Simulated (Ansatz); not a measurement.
CdTe: computed properties

Computed with DFT PBE, scalar-relativistic, plane waves, PAW (Ansatz).

Plane waves to 420 eV, a k mesh through Γ of 10×10×10 on the computed 2-atom cell and Gaussian smearing (0.02 eV); no spin polarisation.

The structure is relaxed at this level of theory with its symmetry kept.

```yaml
crystal:
  lattice:
    - [0.00000, 3.30869, 3.30869]
    - [3.30869, 0.00000, 3.30869]
    - [3.30869, 3.30869, 0.00000]
  atoms:
    - { symbol: Cd, position: [0.00000, 0.00000, 0.00000] }
    - { symbol: Te, position: [0.25000, 0.25000, 0.25000] }
```

```
Space group                                                                                                                                 : F-43m (No. 216)
Volume per atom                                                                                                                             : 36.22 Å³
Formation energy from the elements' standard states (uncorrected)                                                                           : -0.464 eV/atom
Kohn–Sham band gap                                                                                                                          : 0.59 eV, direct at Γ
Löwdin character of the top 1 eV of the valence band                                                                                        : Te 5p 92 %, unprojected 4 %
Löwdin character of the lowest 1 eV of the conduction band                                                                                  : Cd 5s 52 %, Te 5p 29 %, Te 5s 15 %
Electron masses at the edge by Cartesian direction of the standard setting (m_e; degenerate bands sorted by energy; no spin-orbit coupling) : x: 0.055; y: 0.055; z: 0.055
Hole masses at the edge by Cartesian direction of the standard setting (m_e; degenerate bands sorted by energy; no spin-orbit coupling)     : x: 0.57, 0.57, 0.056; y: 0.57, 0.57, 0.056; z: 0.57, 0.57, 0.056
Bulk modulus                                                                                                                                : 35 GPa
Its pressure derivative                                                                                                                     : 4.8
Bader charges (e)                                                                                                                           : Cd (1 in the cell) 0.53, Te (1 in the cell) -0.53
```

Spin-orbit coupling is left out, which matters for the bands of heavy elements.